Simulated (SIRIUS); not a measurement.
Runs of SIRIUS 7.12.0 on Zr. Symmetry: P6_3/mmc, No. 194, hexagonal system. The conventional cell has a = 3.232 Å, b = 3.232 Å, c = 5.147 Å, α = 90.00°, β = 90.00°, γ = 120.00°. Zr (site symmetry -6m2) has 12 Zr at 3.18 to 3.23 Å as nearest neighbours. 

| task | level | smearing | reference energy of the basis | start of the SCF | gap on the mesh (eV) | V0 of scaled cells (Å³/atom) | B0 (GPa) |
| --- | --- | --- | --- | --- | --- | --- | --- |
| single point | PBE | fermi-dirac 0.1 eV | 0.32 Ha | LDA density | none | - | - |
| equation of state | RPBE | fermi-dirac 0.05 eV | - | - | - | (b) | 91 |
| single point | PBE | fermi-dirac 0.03 eV | 0.32 Ha | LDA density | none | - | - |
| single point | PBE | fermi-dirac 0.2 eV | 0.32 Ha | LDA density | none | - | - |
| single point | PBE | fermi-dirac 0.3 eV | 0.32 Ha | LDA density | none | - | - |
| equation of state | PBEsol | fermi-dirac 0.05 eV | - | - | - | (a) | 99 |
| equation of state | AM05 | fermi-dirac 0.05 eV | - | - | - | 22.53 | 98 |
| single point | PBE | fermi-dirac 0.01 eV | 0.32 Ha | LDA density | none | - | - |

Alike in all rows: potentials or basis all-electron FP-LAPW, apw+lo standard; no spin polarisation; cell as given; k mesh 9 × 9 × 5; cutoff (eV) 163.

Task: Estimate the missing entries.

Result: (a) 22.49; (b) 23.96.

Caveats: the cell was scaled at fixed shape and fractional positions, which overstates the stiffness of a crystal with free parameters, most of all of layers and chains (some runs).

A k mesh can miss the band edges, and the runs leave out spin-orbit coupling on Zr.

A gap of «none» marks a metal or a gap under the smearing width.
